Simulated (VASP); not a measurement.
Here is a VASP 6.6.1 calculation.

INCAR

```
SYSTEM = Pb
PREC = Accurate ; ENCUT = 520
EDIFF = 1E-7 ; ISMEAR = 0
SIGMA = 0.017 ; LREAL = .False.
LASPH = .True. ; NELM = 100
ALGO = Fast ; ISIF = 2
LWAVE = .False. ; LCHARG = .False.
GGA = PE
```

File KPOINTS:

```
Automatic mesh
0
Gamma
  9 9 9
  0 0 0
```

File POSCAR:

```
Pb
1.0
    0.0000000000      2.4750200000      2.4750200000
    2.4750200000      0.0000000000      2.4750200000
    2.4750200000      2.4750200000      0.0000000000
Pb
1
Direct
    0.0000000000      0.0000000000      0.0000000000
```

Potentials or basis: VASP PAW PBE potentials, release 64 (Pb_d).

Command:

```sh
$ cat potpaw_PBE.64/Pb_d/POTCAR > POTCAR
$ mpirun -np 1 vasp_std > vasp.out
```

Q: What does it give for the pressure?

A: 2.2 GPa.

Q: Estimate the band gap on the k mesh.

A: None (metal or under the smearing width).

The run has no spin-orbit coupling, so splittings on Pb are missing.
